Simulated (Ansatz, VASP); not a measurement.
# Two plane-wave programs on ZnS

```
Zn S
1.0
     3.82300    0.00000    0.00000
    -1.91150    3.31082    0.00000
     0.00000    0.00000    6.26100
Zn S
2 2
Direct
  0.33333 0.66667 0.96255
  0.66667 0.33333 0.46255
  0.33333 0.66667 0.41245
  0.66667 0.33333 0.91245
```

Change from the starting cell: polar distortion scaled by 0.40.

Alike in both runs: task single point; functional PBEsol; k mesh 9 × 9 × 6; no spin polarisation.

|  | VASP | Ansatz |
| --- | --- | --- |
| version | VASP 6.6.1 | Ansatz 0.2.0 |
| potentials or method | VASP PAW PBE potentials, release 64 (Zn, S) | scalar-relativistic, plane waves, PAW |
| plane-wave cutoff (eV) | 520 | 420 |
| occupations | gaussian, width 0.01 eV | fixed |
| valence electrons in the cell | 36 | 36 |

Ansatz gave:

- gap on the k mesh at the Fermi level (eV): 2.28
- least direct gap on the mesh (eV): 2.28
- pressure (GPa): 1.6
- largest component of the traceless stress (GPa): 4.15
- rms of the force components (eV/Å): 0.383

**Question.** Which values does VASP return?

**Answer.** gap on the k mesh at the Fermi level (eV): 2.30; least direct gap on the mesh (eV): 2.30; pressure (GPa): 1.8; largest component of the traceless stress (GPa): 4.29; rms of the force components (eV/Å): 0.387.

Atom by atom the forces differ by 0.004 eV/Å (rms over components). Ansatz warned: «pseudo_functional_mismatch».

Caveats: the PAW data sets were made with another functional, which shifts forces and pressure a little (VASP); an odd mesh through Γ misses points on the zone boundary, where band edges often lie.
